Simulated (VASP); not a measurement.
**BeS (zincblende): gaps by functional in VASP**

```
Be S
1.0
     0.00000    2.43431    2.43431
     2.43431    0.00000    2.43431
     2.43431    2.43431    0.00000
Be S
1 1
Direct
  0.00000 0.00000 0.00000
  0.25000 0.25000 0.25000
```

All runs share this cell. Band v is the last that the valence electrons fill when counted band by band, and c is the next. A negative gap between them is a band overlap, as in a metal.

Question: Rank these levels of theory by the band gap that they give, smallest first.
A. LDA
B. PBE
C. PBEsol
D. r²SCAN

Answer: A (2.93 eV), C (2.95 eV), B (3.14 eV), D (3.60 eV).
